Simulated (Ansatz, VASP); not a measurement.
HfO2: VASP beside Ansatz

```
Hf O
1.0
     0.00000    2.17331    2.17331
     2.17331    0.00000    2.17331
     2.17331    2.17331    0.00000
Hf O
1 2
Cartesian
  0.0000 0.0000 0.0000
  1.0867 1.0867 1.0867
  3.2600 3.2600 3.2600
```

Change from the starting cell: volume scaled by 0.62, norm-conserving files.

Alike in both runs: task single point; functional PBE; k mesh 11 × 11 × 11; occupations fermi-dirac, width 0.05 eV; no spin polarisation.

|  | VASP | Ansatz |
| --- | --- | --- |
| version | VASP 6.6.1 | Ansatz 0.2.0 |
| potentials or method | VASP PAW PBE potentials, release 64 (Hf_pv, O) | norm-conserving pseudopotentials, scalar-relativistic |
| plane-wave cutoff (eV) | 520 | 1240 |
| valence electrons in the cell | 22 | 38 |

```csv
,VASP,Ansatz,Ansatz less VASP
gap on the k mesh at the Fermi level (eV),4.64,4.32,-0.318
pressure (GPa),310.4,317.4,+7.00
```

The two sets of potentials don't hold the same shells in valence.

Caveats: the cell as given lies far from equilibrium; so large a pressure means that the cell lies far from this level's equilibrium, or that cutoff or potentials fall short (VASP); spin-orbit coupling is left out, which moves the levels of the heavy elements; an odd mesh through Γ misses points on the zone boundary, where band edges often lie.
